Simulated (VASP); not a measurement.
The system is ZnO.

```
Zn O
1.0
     5.51757    0.00000    0.00000
     0.00000    5.51757    0.00000
     0.00000    0.00000    3.25878
Zn O
4 4
Direct
  0.18197 0.18197 0.50000
  0.81803 0.81803 0.50000
  0.68197 0.31803 0.00000
  0.31803 0.68197 0.00000
  0.81725 0.18275 0.50000
  0.18275 0.81725 0.50000
  0.68275 0.68275 0.00000
  0.31725 0.31725 0.00000
```

Measurements of this composition are mostly on another form, of space group No. 186.

* Program: VASP 6.6.1
* Task: relaxation of cell and atoms
* Functional: LDA
* Potentials or basis: VASP PAW LDA potentials, release 64 (Zn, O)
* Cutoff: 600 eV
* k mesh: 6 × 6 × 8
* Occupations: gaussian, width 0.02 eV
* Spin: no spin polarisation

At the start: pressure -5.5 GPa; volume 12.40 Å³/atom.

Q: How do energy, volume and symmetry change on relaxing?

A: Over 10 steps the energy falls by 8.6 meV/atom and the volume is 11.92 Å³/atom (-3.9 %); space group P4_2/mnm (No. 136, to 0.05 Å).

The path:
| step | energy change (eV) | largest force (eV/Å) | pressure (GPa) | volume (Å³) |
| --- | --- | --- | --- | --- |
| 1 | 0.0000 | 0.0491 | -5.53 | 99.21 |
| 2 | -0.0417 | 0.0147 | 3.86 | 93.19 |
| 3 | -0.0684 | 0.0276 | 0.00 | 95.43 |
| 4 | -0.0684 | 0.0200 | -0.02 | 95.42 |
| 5 | -0.0685 | 0.0145 | -0.02 | 95.42 |
| 6 | -0.0685 | 0.0172 | -0.01 | 95.42 |
| 7 | -0.0685 | 0.0126 | 0.00 | 95.41 |
| 8 | -0.0686 | 0.0059 | 0.02 | 95.39 |
| 9 | -0.0685 | 0.0074 | 0.07 | 95.36 |
| 10 | -0.0686 | 0.0009 | 0.06 | 95.38 |

Final structure:
```xyz
8
Lattice="5.4489 0.0000 0.0000 0.0000 5.4489 0.0000 0.0000 0.0000 3.2124" Properties=species:S:1:pos:R:3 pbc="T T T"
Zn    0.9929    0.9929    1.6062
Zn    4.4560    4.4560    1.6062
Zn    3.7173    1.7316    0.0000
Zn    1.7316    3.7173    0.0000
O     4.4562    0.9927    1.6062
O     0.9927    4.4562    1.6062
O     3.7172    3.7172    0.0000
O     1.7318    1.7318    0.0000
```
